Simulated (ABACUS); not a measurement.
**SnO under changes of volume**

One of the cells (17.769 Å³/atom); the others are scaled copies at fixed shape and fractional positions:

```
Sn O
1.0
     3.81370    0.00000    0.00000
     0.00000    3.81370    0.00000
     0.00000    0.00000    4.88691
Sn O
2 2
Direct
  0.50000 0.00000 0.76463
  0.00000 0.50000 0.23537
  0.00000 0.00000 0.00000
  0.50000 0.50000 0.00000
```

The cell is a database's computed one.

- Program: ABACUS 3.10.1
- Functional: PBEsol
- Potentials or basis: PseudoDojo NC SR 0.4.1 PBEsol standard
- Cutoff: 1143 eV
- Density cutoff: 4572 eV
- Basis: plane waves
- k mesh: 6 × 6 × 5
- Occupations: fermi-dirac, width 0.05 eV
- Spin: no spin polarisation

| volume (Å³/atom) | energy over the lowest point (meV/atom) | pressure (GPa) | largest force (eV/Å) |
| --- | --- | --- | --- |
| 16.703 | 20.94 | 6.6 | 1.138 |
| 17.058 | 9.02 | 4.1 | 0.789 |
| 17.414 | ? | ? | ? |
| 17.769 | 0.00 | 0.0 | 0.184 |
| 18.125 | 1.97 | -1.8 | 0.092 |
| 18.480 | 7.70 | -3.4 | 0.347 |
| 18.835 | 16.82 | -4.9 | 0.583 |

Q: What does the run at 17.414 Å³/atom give?

A: Energy over the lowest point 2.21 meV/atom; pressure 2.0 GPa; largest force 0.483 eV/Å.

Worked out: A Birch-Murnaghan fit of order 3 (a polynomial in V^(-2/3)) to the other rows has its minimum at 17.77 Å³/atom with B0 = V·E''(V) = 94 GPa and B' = 4.1 at fixed shape and positions, which overstates the stiffness. It gives 2.19 meV/atom at 17.414 Å³/atom, against the run's 2.21, and -dE/dV = 2.0 GPa, against 2.0.

Energies are extrapolated to zero smearing.

Caveats: forces of over 1 eV/Å show positions far from the minimum, so gaps and moduli don't describe the material at rest (some runs).
